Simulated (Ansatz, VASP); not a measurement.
Given: the input of a run of Ansatz 0.2.0 on ZnS (Wurtzite-6H).

Contents of input.yaml:

```yaml
crystal:
  lattice:
    - [3.812, 0.0, 0.0]
    - [-1.906, 3.3012888392, 0.0]
    - [0.0, 0.0, 18.68999]
  atoms:
    - { symbol: Zn, position: [0.3333333333, 0.6666666667, 0.83333] }
    - { symbol: Zn, position: [0.6666666667, 0.3333333333, 0.33333] }
    - { symbol: Zn, position: [0.6666666667, 0.3333333333, 0.66667] }
    - { symbol: Zn, position: [0.3333333333, 0.6666666667, 0.16667] }
    - { symbol: Zn, position: [0.0, 0.0, 0.5] }
    - { symbol: Zn, position: [0.0, 0.0, 0.0] }
    - { symbol: S, position: [0.3333333333, 0.6666666667, 0.95833] }
    - { symbol: S, position: [0.6666666667, 0.3333333333, 0.45833] }
    - { symbol: S, position: [0.6666666667, 0.3333333333, 0.79167] }
    - { symbol: S, position: [0.3333333333, 0.6666666667, 0.29167] }
    - { symbol: S, position: [0.0, 0.0, 0.625] }
    - { symbol: S, position: [0.0, 0.0, 0.125] }
hamiltonian:
  xc: pbe
  pseudopotentials: { kind: paw }
kpoints:
  mp_grid: { grid: [8, 8, 2] }
scf:
  occupations: { method: gaussian, width: 0.012 }
output:
  forces: true
  stress: true
  eigenvalues: true
```

Potentials or basis: Ansatz PAW.

Launch:

```console
$ ansatz run input.yaml --threads 4 --pin off --max-ram 11264MiB --backend cpu --events-out ev --progress --plain --runs-dir out
```

Task: Translate it to VASP 6.6.1. Potentials there: VASP PAW PBE potentials, release 64 (Zn, S).

Result: As run (the cutoff follows the program's own potentials):

INCAR

```
PREC = Accurate
ENCUT = 520
EDIFF = 1E-6
ISMEAR = 0
SIGMA = 0.012
LREAL = False
LASPH = True
NELM = 60
ALGO = Fast
ISIF = 2
LWAVE = False
LCHARG = False
GGA = PE
```

The input KPOINTS:

```
regular mesh
0
Gamma
  8 8 2
```

The input POSCAR:

```
ZnS
1.0
    3.8120000000      0.0000000000      0.0000000000
   -1.9060000000      3.3012888392      0.0000000000
    0.0000000000      0.0000000000     18.6899900000
Zn S
6 6
Direct
    0.3333333333      0.6666666667      0.8333300000
    0.6666666667      0.3333333333      0.3333300000
    0.6666666667      0.3333333333      0.6666700000
    0.3333333333      0.6666666667      0.1666700000
    0.0000000000      0.0000000000      0.5000000000
    0.0000000000      0.0000000000      0.0000000000
    0.3333333333      0.6666666667      0.9583300000
    0.6666666667      0.3333333333      0.4583300000
    0.6666666667      0.3333333333      0.7916700000
    0.3333333333      0.6666666667      0.2916700000
    0.0000000000      0.0000000000      0.6250000000
    0.0000000000      0.0000000000      0.1250000000
```

Potentials or basis: VASP PAW PBE potentials, release 64 (Zn, S).

Launch:

```bash
$ cat potpaw_PBE.64/Zn/POTCAR potpaw_PBE.64/S/POTCAR > POTCAR
$ mpirun -np 1 vasp_std > vasp.out
```

Both were run:

|  | VASP | Ansatz | Ansatz less VASP |
| --- | --- | --- | --- |
| gap on the k mesh at the Fermi level (eV) | 2.17 | 2.16 | -0.006 |
| least direct gap on the mesh (eV) | 2.17 | 2.16 | -0.006 |
| pressure (GPa) | 2.4 | 2.1 | -0.26 |
| rms of the force components (eV/Å) | 0.010 | 0.010 | -0.0002 |

Atom by atom the forces differ by 0.001 eV/Å (rms over components).

PBE gaps usually lie below the measured ones, often by a third to a half. A k mesh can miss the band edges.
